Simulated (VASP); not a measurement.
**AlN: electron localisation function with LDA**

**What was measured.**

From “Self-assembly of well-separated AlN nanowires directly on sputtered metallic TiN films”, 2019, arxiv:1910.07391, for a bulk crystal of AlN at 10 K: band gap 6.034 eV (an exciton energy, a little under the gap).

The system is AlN.

```
Al N
1.0
     3.11300    0.00000    0.00000
    -1.55650    2.69594    0.00000
     0.00000    0.00000    4.98100
Al N
2 2
Cartesian
  1.5565 0.8986 2.4905
  0.0000 1.7973 0.0000
  1.5565 0.8986 4.3833
  0.0000 1.7973 1.8928
```

| Quantity | Value |
| --- | --- |
| Program | VASP 6.6.1 |
| Task | electron localisation function |
| Functional | LDA |
| Potentials or basis | VASP PAW LDA potentials, release 64 (Al, N_s) |
| Cutoff | 400 eV |
| k mesh | 10 × 10 × 6 |
| Occupations | fermi-dirac, width 0.05 eV |
| Spin | no spin polarisation |
| Further INCAR settings | ALGO = Normal; EDIFF = 1e-07 |

```
Pressure               : -4.2 GPa
Largest force          : 0.120 eV/Å
Band gap on the k mesh : 4.25 eV, direct
```

Forces in eV/Å, atoms in the order of the input:
```
Al   0.000  0.000 -0.120
Al   0.000  0.000 -0.120
N    0.000  0.000  0.120
N    0.000  0.000  0.120
```

Stress tensor (GPa, compression positive):
```
-4.81  0.00  0.00
 0.00 -4.81  0.00
 0.00  0.00 -3.10
```

Levels at points of the mesh, in eV from the valence-band top:
```tsv
k point	band 6	band 7	band 8	band 9	band 10	band 11
(0.00, 0.00, 0.00)	-0.18	-0.18	0.00	4.25	6.56	10.48
(0.50, 0.00, 0.00)	-2.08	-1.80	-0.66	5.68	5.70	8.11
(0.00, 0.00, 0.50)	-0.52	-0.52	-0.52	6.43	6.43	10.17
(0.50, 0.00, 0.50)	-1.45	-1.36	-1.36	5.21	5.21	9.12
```

It took 12 s on 1 thread of AMD EPYC 7R13 Processor (Zen 3) (shared host), peak memory 0.1 GiB.

Against the measured gap of AlN, 6.034 eV (an exciton energy, a little under the gap; 10 K; quoted in “Self-assembly of well-separated AlN nanowires directly on sputtered metallic TiN films”, 2019, arxiv:1910.07391), the calculated 4.25 eV is off by -1.79 eV. 2 values of this kind are on record (6.034 to 6.0343 eV); this one was drawn at random. The value is that of LDA on a finite k mesh, which can miss the band edges, without temperature or zero-point motion. Semilocal functionals fall short of measured gaps as a rule.
